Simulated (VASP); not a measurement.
Input of a VASP 6.6.1 run:

INCAR

```
SYSTEM = Pm
ALGO     = Normal         ! electronic algorithm
EDIFF    = 1E-6           ! SCF threshold, eV
ENCUT    = 520            ! plane-wave cutoff, eV
GGA      = PE             ! functional
ISIF     = 2              ! what is computed and relaxed
ISMEAR   = 0              ! smearing method
ISPIN    = 2              ! spin polarisation
LASPH    = .True.         ! aspherical terms in the spheres
LCHARG   = .True.         ! write CHGCAR
LELF     = .True.         ! ELF
LMAXMIX  = 6              ! l up to which the mixer works
LORBIT   = 11             ! projections on sites
LREAL    = .False.        ! projectors in reciprocal space
LVHAR    = .True.       
LWAVE    = .False.        ! write WAVECAR
MAGMOM   = 5.47           ! initial moments
NBANDS   = 18             ! bands
NELM     = 150            ! most SCF steps
PREC     = Accurate       ! precision mode
SIGMA    = 0.05           ! smearing width, eV
```

Contents of KPOINTS:

```
k-points
0
Gamma
  6 6 6
  0 0 0
```

Contents of POSCAR:

```
Pm
1.0
    0.0000000000      2.6579787156      2.6579787156
    2.6579787156      0.0000000000      2.6579787156
    2.6579787156      2.6579787156      0.0000000000
Pm
1
Direct
    0.0000000000      0.0000000000      0.0000000000
```

Potentials or basis: VASP PAW PBE potentials, release 64 (Pm).

Run with:

```sh
$ cat potpaw_PBE.64/Pm/POTCAR > POTCAR
$ mpirun -np 1 vasp_std > vasp.out
```

(1) Estimate the site moments.

(2) Predict the band gap on the k mesh.

Results:

(1) Pm +4.63 μB.

(2) none (metal or under the smearing width).

Caveat: the magnetic or orbital state may not be the lowest; spin-orbit coupling is left out, which moves the levels of the heavy elements.
